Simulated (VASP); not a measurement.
# GaH₃: screened Coulomb integrals of an active space by constrained RPA

GaH₃, molecule in box, 4 atoms in the cell.

| Functional | Screened U within a state, mean (eV) | Screened U' between states, mean (eV) | Screened J (eV) | Bare U within a state, mean (eV) | Bare U' between states, mean (eV) | Time (s) |
|---|---|---|---|---|---|---|
| LDA | 8.04 | 6.77 | 0.38 | 10.23 | 8.11 | 164 |
| PBE | 8.07 | 6.77 | 0.38 | 10.26 | 8.08 | 175 |
| r2SCAN | 8.30 | 6.96 | 0.40 | 10.32 | 8.15 | 745 |
| PBE0 | 8.42 | 7.01 | 0.41 | 10.17 | 8.00 | 224 |
| HSE06 | 8.27 | 6.88 | 0.41 | 10.18 | 8.00 | 225 |

Limits: the periodic box is only 6.78 Å wide at its narrowest and no larger one was tried.

## Input of the first row

INCAR.step1:
```
SYSTEM = GaH3
ENCUT = 420
PREC = Accurate
ISMEAR = -1
SIGMA = 0.02
LASPH = .True.
EDIFF = 1E-7
GGA = CA
ALGO = Normal
NELM = 150
LWAVE = .True.
LCHARG = .False.
```

INCAR.step2, as INCAR.step1 but for:
```
- ALGO = Normal
- NELM = 150
+ ALGO = Exact
+ NELM = 1
+ NBANDS = 128
+ LOPTICS = .True.
```

INCAR.step3:
```
SYSTEM = GaH3
ENCUT = 420
PREC = Accurate
ISMEAR = -1
SIGMA = 0.02
LASPH = .True.
GGA = CA
ALGO = CRPA
NBANDS = 128
ENCUTGW = 90
PRECFOCK = Fast
LOCALIZED_BASIS = BLOCH
LWAVE = .False.
LCHARG = .False.
NCRPA_BANDS = 7 8 9
NTARGET_STATES = 7 8 9
```

KPOINTS:
```
k-points
0
Gamma
  1 1 1
```

POSCAR:
```
GaH3
1.0
    6.9100000000      0.0000000000      0.0000000000
    0.0000000000      7.5700000000      0.0000000000
    0.0000000000      0.0000000000      6.7800000000
Ga H
1 3
Direct
    0.4589580400      0.5237318300      0.4997640000
    0.6382633900      0.5711162500      0.6313716900
    0.3771201200      0.3304821700      0.4990118000
    0.3617366100      0.6695178300      0.3686283100
```

Commands (each step's output is kept before the next begins):
```
cat potpaw_LDA.64/Ga_d_GW/POTCAR potpaw_LDA.64/H_GW/POTCAR > POTCAR
cp INCAR.step1 INCAR
mpirun -np 4 vasp_std > vasp.out
cp INCAR.step2 INCAR
mpirun -np 4 vasp_std > vasp.out
cp INCAR.step3 INCAR
mpirun -np 4 vasp_std > vasp.out
```

Changes of the last row against the first:
```
(all steps)
- GGA = CA
+ GGA = PE
+ LHFCALC = True
+ HFSCREEN = 0.2
- cat potpaw_LDA.64/Ga_d_GW/POTCAR potpaw_LDA.64/H_GW/POTCAR > POTCAR
+ cat potpaw_PBE.64/Ga_d_GW/POTCAR potpaw_PBE.64/H_GW/POTCAR > POTCAR
```

VASP 6.6.1 took 164 s on 4 cores (Intel Xeon Platinum 8488C (Sapphire Rapids)), a shared host.
